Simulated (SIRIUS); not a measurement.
HgTe (Coloradoite):

```xyz
2
Lattice="0.0000 3.2145 3.2145 3.2145 0.0000 3.2145 3.2145 3.2145 0.0000" Properties=species:S:1:pos:R:3 pbc="T T T"
Hg    0.0000    0.0000    0.0000
Te    4.8217    4.8217    4.8217
```

Program: SIRIUS 7.12.0. Alike in all runs: task single point; potentials or basis PseudoDojo 0.4.1 PBE standard (scalar relativistic); no spin polarisation; cell as given; k mesh 6 × 6 × 6; cutoff (eV) 1102; smearing fermi-dirac 0.05 eV.

Order these runs on this cell by their pressure, lowest first.
A. level WC; libxc names ["XC_GGA_X_WC", "XC_GGA_C_PBE"]
B. level LDA; libxc names ["XC_LDA_X", "XC_LDA_C_PW"]
C. level rPW86PBE; libxc names ["XC_GGA_X_RPW86", "XC_GGA_C_PBE"]
D. level APBE; libxc names ["XC_GGA_X_APBE", "XC_GGA_C_APBE"]

B (0.4 GPa), A (2.1 GPa), D (5.6 GPa), C (7.2 GPa).

Caveats: the potentials were made for another functional, which shifts forces and pressure.

Runs at the PBE level aren't shown here.
